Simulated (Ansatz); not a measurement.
**Lattice dynamics at Γ of CsI (Pm-3m)**

Perturbation theory with PBEsol in Ansatz on the PBEsol cell, ground state and force constants on a 6×6×6 mesh. (Simulation; spin polarisation is off.)

The symmetry is Pm-3m (No. 221, cubic); conventional cell a = 4.507 Å, 45.77 Å³ an atom. Cs is surrounded by 8 I at 3.90 Å; I is surrounded by 8 Cs at 3.90 Å.

```cif
data_structure
_symmetry_space_group_name_H-M 'Pm-3m'
_symmetry_Int_Tables_number 221
_cell_length_a 4.5068
_cell_length_b 4.5068
_cell_length_c 4.5068
_cell_angle_alpha 90.000
_cell_angle_beta 90.000
_cell_angle_gamma 90.000
_cell_volume 91.54
loop_
_atom_site_label
_atom_site_type_symbol
_atom_site_symmetry_multiplicity
_atom_site_Wyckoff_symbol
_atom_site_fract_x
_atom_site_fract_y
_atom_site_fract_z
_atom_site_occupancy
Cs1 Cs 1 a 0.00000 0.00000 0.00000 1
I1 I 1 b 0.50000 0.50000 0.50000 1
```

Optical modes without the longitudinal term:
```csv
ω (cm⁻¹),degeneracy,"IR intensity, summed over the level ((D/Å)²/amu)"
58,3,1.86
```

The optical mode at Γ lies at 58 cm⁻¹ without the longitudinal term. With the long-range field the highest mode reaches 87 cm⁻¹.

The clamped-ion dielectric constant comes out as 3.50 in all directions. With the ions relaxed, ε⁰ is 7.7 in all directions. Born charges, averaged over directions: Cs +1.32, I -1.32 e.

With one polar mode in a cubic crystal the Lyddane-Sachs-Teller relation applies: (ω_LO/ω_TO)² = (86.8/58.4)² = 2.213, and ε⁰/ε∞ = 7.742/3.498 = 2.213. The refractive index √ε∞ is 1.87.

For comparison, on the r2SCAN cell the mean ε∞ is 3.10 with r2SCAN (ground state on 4×4×4; least gap 4.52 eV), 3.28 with PBE (ground state on 4×4×4; least gap 3.80 eV).

No spin-orbit coupling is included; it can move band edges with weight on the heavy atoms by tenths of an eV.
